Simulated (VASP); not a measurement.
# KTaO3: from the relaxed cell to its vibrations

What lattice, stiffness and vibrations does KTaO3 have at one level of theory? The starting structure is a measured crystal structure from the Crystallography Open Database. All runs use LDA.

Program: VASP 6.6.1. Level of theory: Kohn-Sham DFT with plane waves and PAW; LDA. Results are calculated unless marked as measured.

### 1. The starting structure

It takes space group Pm-3m (No. 221, cubic). Conventional cell: a = 3.988 Å, b = 3.988 Å, c = 3.988 Å, α = 90.00°, β = 90.00°, γ = 90.00°. Ta has 6 O at 1.99 Å nearest. Nearest to K lie 12 O at 2.82 Å. Nearest to O lie 2 Ta at 1.99 Å and 4 K at 2.82 Å. Farther neighbours and most contacts between anions are not listed.

Structure file:

```
Ta K O
1.0
     3.98830    0.00000    0.00000
     0.00000    3.98830    0.00000
     0.00000    0.00000    3.98830
Ta K O
1 1 3
Direct
  0.00000 0.00000 0.00000
  0.50000 0.50000 0.50000
  0.00000 0.00000 0.50000
  0.00000 0.50000 0.00000
  0.50000 0.00000 0.00000
```

### 2. Relaxation

This run starts from the cell of an earlier relaxation, which isn't shown; the restart sets up the plane waves anew.

INCAR reads:

```
SYSTEM = KTaO3
PREC = Accurate
ENCUT = 560
EDIFF = 1E-07
NELM = 100
ISMEAR = 0
SIGMA = 0.03
LREAL = .FALSE.
ALGO = Normal
GGA = CA
NBANDS = 25
LASPH = .TRUE.
LORBIT = 11
LWAVE = .FALSE.
LCHARG = .FALSE.
KPAR = 8
IBRION = 2
NSW = 50
ISIF = 3
EDIFFG = -0.002
```

POSCAR reads:

```
KTaO3
1.0
    3.9595780095      0.0000000000      0.0000000000
    0.0000000000      3.9595780095      0.0000000000
    0.0000000000      0.0000000000      3.9595780095
Ta K O
1 1 3
Direct
    0.0000000000      0.0000000000      0.0000000000
    0.5000000000      0.5000000000      0.5000000000
    0.0000000000      0.0000000000      0.5000000000
    0.0000000000      0.5000000000      0.0000000000
    0.5000000000      0.0000000000      0.0000000000
```

KPOINTS reads:

```
Automatic mesh
0
Gamma
6 6 6
0 0 0
```

The projector-augmented-wave data sets are Ta_pv, K_sv and O (LDA family, release 64).

The run is started by

```
> mpirun -np 8 vasp_std
```

Output:

```text
[banner, memory and clock lines left out]
running    8 mpi-ranks, on    1 nodes
 distrk:  each k-point on    1 cores,    8 groups
 distr:  one band on    1 cores,    1 groups

 POSCAR found type information on POSCAR TaK O
 POSCAR found :  3 types and       5 ions
|                                                                             |
|           W    W    AA    RRRRR   N    N  II  N    N   GGGG   !!!           |
|           W    W   A  A   R    R  NN   N  II  NN   N  G    G  !!!           |
|           W    W  A    A  R    R  N N  N  II  N N  N  G       !!!           |
|           W WW W  AAAAAA  RRRRR   N  N N  II  N  N N  G  GGG   !            |
|           WW  WW  A    A  R   R   N   NN  II  N   NN  G    G                |
|           W    W  A    A  R    R  N    N  II  N    N   GGGG   !!!           |
|                                                                             |
|     For optimal performance we recommend to set                             |
|       NCORE = 2 up to number-of-cores-per-socket                            |
|     NCORE specifies how many cores store one orbital (NPAR=cpu/NCORE).      |
|     This setting can greatly improve the performance of VASP for DFT.       |
|     The default, NCORE=1 might be grossly inefficient on modern             |
|     multi-core architectures or massively parallel machines. Do your        |
|     Unfortunately you need to use the default for GW and RPA                |
|     calculations (for HF NCORE is supported but not extensively tested      |
|     yet).                                                                   |
|                                                                             |

 LDA part: xc-table for (Slater(with rela. corr.)+CA(PZ))
 , standard interpolation
 POSCAR, INCAR and KPOINTS ok, starting setup
 FFT: planning ... GRIDC
 FFT: planning ... GRID_SOFT
 FFT: planning ... GRID
 WAVECAR not read
 entering main loop
       N       E                     dE             d eps       ncg     rms          rms(c)
DAV:   1     0.344171999168E+03    0.34417E+03   -0.21593E+04  1000   0.161E+03
DAV:   2    -0.323923980607E+02   -0.37656E+03   -0.36713E+03  1163   0.454E+02
DAV:   3    -0.524031586797E+02   -0.20011E+02   -0.19926E+02  1382   0.102E+02
DAV:   4    -0.533021724246E+02   -0.89901E+00   -0.89806E+00  1727   0.140E+01
DAV:   5    -0.533068608747E+02   -0.46885E-02   -0.46883E-02  1310   0.946E-01    0.353E+01
DAV:   6    -0.453944122357E+02    0.79124E+01   -0.38323E+01  1248   0.425E+01    0.142E+01
DAV:   7    -0.451613412327E+02    0.23307E+00   -0.22085E+00  1283   0.962E+00    0.933E+00
DAV:   8    -0.450716913237E+02    0.89650E-01   -0.35678E-01  1313   0.498E+00    0.177E+00
DAV:   9    -0.450622699084E+02    0.94214E-02   -0.27543E-02  1311   0.128E+00    0.239E-01
DAV:  10    -0.450611272645E+02    0.11426E-02   -0.94700E-03  1364   0.665E-01    0.983E-02
DAV:  11    -0.450610607143E+02    0.66550E-04   -0.81484E-04  1356   0.199E-01    0.332E-02
DAV:  12    -0.450610629301E+02   -0.22158E-05   -0.27782E-05  1557   0.395E-02    0.757E-03
DAV:  13    -0.450610624984E+02    0.43177E-06   -0.20179E-06  1325   0.111E-02    0.353E-03
DAV:  14    -0.450610624621E+02    0.36243E-07   -0.18818E-07  1070   0.331E-03
   1 F= -.45061062E+02 E0= -.45061062E+02  d E =-.450611E+02
 curvature:   0.00 expect dE= 0.000E+00 dE for cont linesearch  0.000E+00
 trial: gam= 0.00000 g(F)=  0.000E+00 g(S)=  0.641E-08 ort = 0.000E+00 (trialstep = 0.100E+01)
 search vector abs. value=  0.651E-08
 reached required accuracy - stopping structural energy minimisation
```

The job ended after 16 s (8 MPI ranks of AMD EPYC 7R43, shared host; peak memory 1.2 GiB; 2 min of CPU time).

The logs omit lines about the potential files and the build; timing stands in the text.

Parts of OUTCAR (step 2):

```text
ion  position               nearest neighbor table
   1  0.000  0.000  0.000-   3 1.98   4 1.98   5 1.98   3 1.98   4 1.98   5 1.98   2 3.43   2 3.43
                             2 3.43   2 3.43   2 3.43   2 3.43   2 3.43   2 3.43
   2  0.500  0.500  0.500-   3 2.80   4 2.80   5 2.80   4 2.80   5 2.80   3 2.80   5 2.80   5 2.80
                             3 2.80   4 2.80   4 2.80   3 2.80   1 3.43   1 3.43   1 3.43   1 3.43
   3  0.000  0.000  0.500-   1 1.98   1 1.98   2 2.80   2 2.80   2 2.80   2 2.80
   4  0.000  0.500  0.000-   1 1.98   1 1.98   2 2.80   2 2.80   2 2.80   2 2.80
   5  0.500  0.000  0.000-   1 1.98   1 1.98   2 2.80   2 2.80   2 2.80   2 2.80

  LATTYP: Found a simple cubic cell.
 ALAT       =     3.9595780095

 Subroutine GETGRP returns: Found 48 space group operations
 (whereof 48 operations were pure point group operations)

The static configuration has the point symmetry O_h .

 Found     20 irreducible k-points:

   k-points           NKPTS =     20   k-points in BZ     NKDIM =     20   number of bands    NBANDS=     25

   dimension x,y,z NGX =    32 NGY =   32 NGZ =   32
   dimension x,y,z NGXF=    64 NGYF=   64 NGZF=   64

   ENCUT  =  560.0 eV  41.16 Ry    6.42 a.u.   7.64  7.64  7.64*2*pi/ulx,y,z

   NELECT =      38.0000    total number of electrons

 k-points in reciprocal lattice and weights: Automatic mesh
   0.00000000  0.00000000  0.00000000       0.005
   0.16666667  0.00000000  0.00000000       0.028
   0.33333333  0.00000000  0.00000000       0.028
   0.50000000  0.00000000  0.00000000       0.014
   0.16666667  0.16666667  0.00000000       0.056
   0.33333333  0.16666667  0.00000000       0.111
   0.50000000  0.16666667  0.00000000       0.056
   0.33333333  0.33333333  0.00000000       0.056
   0.50000000  0.33333333  0.00000000       0.056
[...]
0.50000000  0.50000000  0.33333333       0.028
   0.50000000  0.50000000  0.50000000       0.005

 average (electrostatic) potential at core
       1 -40.9833       2 -32.0159       3 -72.8627       4 -72.8627       5 -72.8627

 E-fermi :   1.9290

 k-point     1 :       0.0000    0.0000    0.0000
  band No.  band energies     occupation
    ...
     15       0.5625      2.00000
     16       0.5625      2.00000
     17       1.0616      2.00000
     18       1.0616      2.00000
     19       1.0616      2.00000
     20       3.7394      0.00000
     21       3.7394      0.00000
     22       3.7394      0.00000
     23       8.2261      0.00000
     24       8.6913      0.00000
    ...

 k-point     2 :       0.1667    0.0000    0.0000
  band No.  band energies     occupation
    ...
     15       0.1435      2.00000
     16       0.3465      2.00000
     17       0.4262      2.00000
     18       0.9424      2.00000
     19       0.9424      2.00000
     20       3.7816      0.00000
     21       4.5865      0.00000
     22       4.5865      0.00000
     23       8.6939      0.00000
     24       8.7075      0.00000
    ...

 k-point     3 :       0.3333    0.0000    0.0000
  band No.  band energies     occupation
    ...
     15      -0.4664      2.00000
     16      -0.3347      2.00000
     17       0.1726      2.00000
     18       0.8555      2.00000
     19       0.8555      2.00000
     20       3.8693      0.00000
     21       6.0322      0.00000
     22       6.0322      0.00000
     23       8.7266      0.00000
     24       9.6656      0.00000
    ...

  Total        0.0004705      0.0004705      0.0004705      0.0000000      0.0000000     -0.0000000
  in kB        0.0121423      0.0121423      0.0121423      0.0000000      0.0000000     -0.0000000
  external PRESSURE =       0.0121423 kB  Pullay stress =       0.0000000 kB

  energy-cutoff  :      560.00
  volume of cell :       62.08
      direct lattice vectors                 reciprocal lattice vectors
     3.959578009  0.000000000  0.000000000     0.252552165  0.000000000  0.000000000
     0.000000000  3.959578009  0.000000000     0.000000000  0.252552165  0.000000000
     0.000000000  0.000000000  3.959578009     0.000000000  0.000000000  0.252552165

 POSITION                                       TOTAL-FORCE (eV/Angst)
 -----------------------------------------------------------------------------------
      0.00000      0.00000      0.00000         0.000000      0.000000      0.000000
      1.97979      1.97979      1.97979         0.000000      0.000000      0.000000
      0.00000      0.00000      1.97979         0.000000      0.000000      0.000000
      0.00000      1.97979      0.00000         0.000000      0.000000      0.000000
      1.97979      0.00000      0.00000         0.000000      0.000000      0.000000
 -----------------------------------------------------------------------------------
    total drift:                                0.000000      0.000000     -0.000000

  FREE ENERGIE OF THE ION-ELECTRON SYSTEM (eV)
  ---------------------------------------------------
  free  energy   TOTEN  =       -45.0610624621 eV

  energy  without entropy=      -45.0610624621  energy(sigma->0) =      -45.06106246

 reached required accuracy - stopping structural energy minimisation

 total charge
# of ion       s       p       d       tot
------------------------------------------
    1        0.357   6.378   2.117   8.852
    2        1.960   5.585   0.053   7.598
    3        1.550   3.510   0.000   5.061
    4        1.550   3.510   0.000   5.061
    5        1.550   3.510   0.000   5.061
--------------------------------------------------
tot          6.969  22.494   2.170  31.633

[... 3 further parts left out ...]
```

CONTCAR:

```
KTaO3
   1.00000000000000
     3.9595780094999999    0.0000000000000000    0.0000000000000000
     0.0000000000000000    3.9595780094999999    0.0000000000000000
     0.0000000000000000    0.0000000000000000    3.9595780094999999
  Ta              K               O
     1     1     3
Direct
     0.0000000000000000    0.0000000000000000    0.0000000000000000
     0.5000000000000000    0.5000000000000000    0.5000000000000000
     0.0000000000000000    0.0000000000000000    0.5000000000000000
     0.0000000000000000    0.5000000000000000    0.0000000000000000
     0.5000000000000000    0.0000000000000000    0.0000000000000000
```

The run keeps the 48 symmetry operations of its start, so it cannot find a distortion of lower symmetry.

The relaxed cell holds 12.416 Å³ an atom, with a = 3.960 Å (-0.7 % against the database cell). Pressures at 0.985 and 1.015 times this volume, from two more relaxations that aren't shown, give a bulk modulus of 218.2 GPa.

### 3. Elastic constants

INCAR reads:

```
SYSTEM = KTaO3
PREC = Accurate
ENCUT = 800
EDIFF = 1E-08
NELM = 100
ISMEAR = 0
SIGMA = 0.03
LREAL = .FALSE.
ALGO = Normal
GGA = CA
NBANDS = 25
LASPH = .TRUE.
LORBIT = 11
LWAVE = .FALSE.
LCHARG = .FALSE.
KPAR = 8
IBRION = 6
NFREE = 2
POTIM = 0.015
ISIF = 3
NSW = 1
```

POSCAR is that of step 2.

KPOINTS is that of step 2.

The run is started by

```
> mpirun -np 8 vasp_std
```

Output:

```text
[banner, memory and clock lines left out]
running    8 mpi-ranks, on    1 nodes
[...]
[... a notice as in an earlier step ...]

 LDA part: xc-table for (Slater(with rela. corr.)+CA(PZ))
 , standard interpolation
 POSCAR, INCAR and KPOINTS ok, starting setup
[...]
entering main loop
       N       E                     dE             d eps       ncg     rms          rms(c)
DAV:   1     0.416682159281E+03    0.41668E+03   -0.26326E+04  1000   0.213E+03
DAV:   2    -0.254827693095E+02   -0.44216E+03   -0.42646E+03  1147   0.517E+02
DAV:   3    -0.522653789725E+02   -0.26783E+02   -0.26675E+02  1326   0.120E+02
DAV:   4    -0.533202076007E+02   -0.10548E+01   -0.10533E+01  1791   0.168E+01
[...]
DAV:  13    -0.450823520501E+02    0.46865E-06   -0.25577E-06  1315   0.112E-02    0.297E-03
DAV:  14    -0.450823520317E+02    0.18389E-07   -0.13066E-07  1470   0.268E-03    0.102E-03
DAV:  15    -0.450823520296E+02    0.21860E-08   -0.31672E-08  1134   0.121E-03
   1 F= -.45082352E+02 E0= -.45082352E+02  d E =-.315475E-32
[...]
2 F= -.45062279E+02 E0= -.45062279E+02  d E =-.606889E-20
   3 F= -.45059481E+02 E0= -.45059481E+02  d E =-.440898E-16
   4 F= -.45062279E+02 E0= -.45062279E+02  d E =-.750128E-15
   5 F= -.45059481E+02 E0= -.45059481E+02  d E =-.560309E-18
   6 F= -.45062279E+02 E0= -.45062279E+02  d E =-.590650E-20
   7 F= -.45059481E+02 E0= -.45059481E+02  d E =-.272246E-17
   8 F= -.45077936E+02 E0= -.45077936E+02  d E =-.679595E-29
   9 F= -.45077936E+02 E0= -.45077936E+02  d E =-.336282E-29
  10 F= -.45077936E+02 E0= -.45077936E+02  d E =-.675322E-29
  11 F= -.45077936E+02 E0= -.45077936E+02  d E =-.178680E-29
  12 F= -.45077936E+02 E0= -.45077936E+02  d E =-.691604E-29
  13 F= -.45077936E+02 E0= -.45077936E+02  d E =-.495418E-29
  14 F= -.45081967E+02 E0= -.45081967E+02  d E =-.261256E-30
  15 F= -.45081967E+02 E0= -.45081967E+02  d E =-.260757E-30
  16 F= -.45081907E+02 E0= -.45081907E+02  d E =-.177913E-30
  17 F= -.45081907E+02 E0= -.45081907E+02  d E =-.179270E-30
  18 F= -.45081868E+02 E0= -.45081868E+02  d E =-.211537E-30
  19 F= -.45081868E+02 E0= -.45081868E+02  d E =-.210242E-30
  20 F= -.45080798E+02 E0= -.45080798E+02  d E =-.282075E-30
  21 F= -.45080798E+02 E0= -.45080798E+02  d E =-.280791E-30
 Finite differences progress:
  Degree of freedom:  10/ 10
  Displacement:        2/  2
  Total:              20/ 20
```

Wall time 11 min (8 MPI ranks); peak memory 3.9 GiB; 85 min of CPU time.

OUTCAR, selected parts (step 3):

```text
  Total        0.0205500      0.0205500      0.0454106      0.0000000      0.0000000     -0.0000000
  in kB        0.5303668      0.5303668      1.1719827      0.0000000      0.0000000     -0.0000000
  external PRESSURE =       0.7442388 kB  Pullay stress =       0.0000000 kB

 POSITION                                       TOTAL-FORCE (eV/Angst)
 -----------------------------------------------------------------------------------
      0.00000      0.00000      0.00000         0.000000      0.000000     -0.035252
      1.97979      1.97979      1.97979        -0.000000      0.000000     -0.010998
      0.00000      0.00000      1.96479        -0.000000      0.000000      0.207353
      0.00000      1.97979      0.00000         0.000000      0.000000     -0.080552
      1.97979      0.00000      0.00000         0.000000      0.000000     -0.080552
 -----------------------------------------------------------------------------------
    total drift:                               -0.000001      0.000000     -0.000309

  FREE ENERGIE OF THE ION-ELECTRON SYSTEM (eV)
  ---------------------------------------------------
  free  energy   TOTEN  =       -45.0807982798 eV

  energy  without entropy=      -45.0807982798  energy(sigma->0) =      -45.08079828

[... 1 part as in an earlier step ...]

[... 2 further parts left out ...]
[key lines of the parts left out:]
E-fermi :   1.9077
```

The last energy, forces and stress in OUTCAR belong to the last displaced cell, not to that of POSCAR.

The elastic tensor has C11 = 492.8, C12 = 83.0, C44 = 101.3 GPa; its Hill averages are a bulk modulus of 219.6 and a shear modulus of 134.9 GPa.

### 4. Modes of the relaxed cell

INCAR reads:

```
SYSTEM = KTaO3
PREC = Accurate
ENCUT = 560
EDIFF = 1E-08
NELM = 100
ISMEAR = 0
SIGMA = 0.03
LREAL = .FALSE.
ALGO = Normal
GGA = CA
NBANDS = 25
LASPH = .TRUE.
LORBIT = 11
LWAVE = .FALSE.
LCHARG = .FALSE.
KPAR = 8
IBRION = 8
LEPSILON = .TRUE.
LPEAD = .TRUE.
ISIF = 2
```

POSCAR is that of step 3.

KPOINTS reads:

```
Automatic mesh
0
Gamma
8 8 8
0 0 0
```

The run is started by

```
> mpirun -np 8 vasp_std
```

Output:

```text
[... set-up lines as in an earlier step ...]
 entering main loop
       N       E                     dE             d eps       ncg     rms          rms(c)
DAV:   1     0.343312789515E+03    0.34331E+03   -0.21661E+04  1750   0.161E+03
DAV:   2    -0.333258024419E+02   -0.37664E+03   -0.36558E+03  2103   0.454E+02
DAV:   3    -0.525645811962E+02   -0.19239E+02   -0.19169E+02  2437   0.994E+01
DAV:   4    -0.533028851372E+02   -0.73830E+00   -0.73751E+00  2938   0.128E+01
[...]
DAV:  13    -0.450621315343E+02    0.30313E-06   -0.21298E-06  2240   0.118E-02    0.384E-03
DAV:  14    -0.450621314972E+02    0.37162E-07   -0.30500E-07  2586   0.378E-03    0.112E-03
DAV:  15    -0.450621314977E+02   -0.55661E-09   -0.21811E-08  1983   0.124E-03
   1 F= -.45062131E+02 E0= -.45062131E+02  d E =-.393375E-22
 Linear response reoptimize wavefunctions to high precision
DAV:   1    -0.450621314968E+02    0.92496E-09   -0.91962E-09  2059   0.728E-04
DAV:   2    -0.450621314969E+02   -0.86857E-10   -0.48728E-10  1435   0.161E-04
 Linear response to external field (no local field effect), progress :
[...]
RMM:  19    -0.363000905283E+00   -0.80345E-08   -0.79355E-08 14366   0.816E-04    0.147E-06
 first order change of Fermi-energy  -0.47137E-03
 force on displaced ion       3 direction 1 :  -4.360   0.000   0.000
 Born effective charge ion    3 direction 1 :  -1.696   0.000   0.000
 Linear response progress:
  Degree of freedom:   4/  4
       N       E                     dE             d eps       ncg     rms          rms(c)
RMM:   1    -0.379000827989E+00   -0.37900E+00    0.29856E-01  7441   0.288E+00
RMM:   2    -0.369663865320E+00    0.93370E-02   -0.11727E-02  6279   0.529E-01    0.203E-01
RMM:   3    -0.370849960408E+00   -0.11861E-02   -0.34814E-03  5998   0.248E-01    0.110E-01
RMM:   4    -0.372600552336E+00   -0.17506E-02   -0.11995E-03  6299   0.151E-01    0.376E-02
[...]
RMM:  12    -0.372959638890E+00   -0.23249E-07   -0.12183E-06  8660   0.859E-04    0.177E-05
RMM:  13    -0.372959633578E+00    0.53125E-08    0.20287E-07  8554   0.787E-04    0.958E-06
RMM:  14    -0.372959628343E+00    0.52347E-08   -0.87476E-08  8501   0.738E-04    0.441E-06
 first order change of Fermi-energy  -0.68015E-03
 force on displaced ion       3 direction 3 :  -0.000   0.000 -13.887
 Born effective charge ion    3 direction 3 :   0.000   0.000  -6.547
 Born effective charges drift removed
 Linear response finished
```

Wall time 11 min (8 MPI ranks); peak memory 5.6 GiB.

OUTCAR, selected parts (step 4):

```text
  Total       -0.0010086     -0.0010086     -0.0010086     -0.0000000      0.0000000     -0.0000000
  in kB       -0.0260316     -0.0260316     -0.0260316     -0.0000000      0.0000000     -0.0000000
  external PRESSURE =      -0.0260316 kB  Pullay stress =       0.0000000 kB

 MACROSCOPIC STATIC DIELECTRIC TENSOR (including local field effects in DFT)
 ------------------------------------------------------
           5.523025     0.000000    -0.000000
           0.000000     5.523025     0.000000
           0.000000    -0.000000     5.523025
 ------------------------------------------------------

 MACROSCOPIC STATIC DIELECTRIC TENSOR IONIC CONTRIBUTION
 ------------------------------------------------------
         133.668273    -0.000000    -0.000000
          -0.000000   133.668273    -0.000000
          -0.000000    -0.000000   133.668273
 ------------------------------------------------------

[... 2 parts as in an earlier step ...]

[... 1 further part left out ...]
```

The zone-centre modes at 12.416 Å³ an atom are T1u (3) 557.4, T2u 247.0, T1u (2) 182.8, T1u (1) 110.0 cm⁻¹.

[end of part 1 of 2]

[Lines on the potential files, build, host, timing and source positions are cut from VASP's logs without a mark.]

[Logs are printed without paths, hosts, clocks, repeated set-up lines and the standing remarks that a program may print on its own settings, such as how far it seeks lower states.]

[Hosts, paths, dates, database ids (printed as entryN), source tags and the programs' standing remarks are cut or masked in the printed files.]
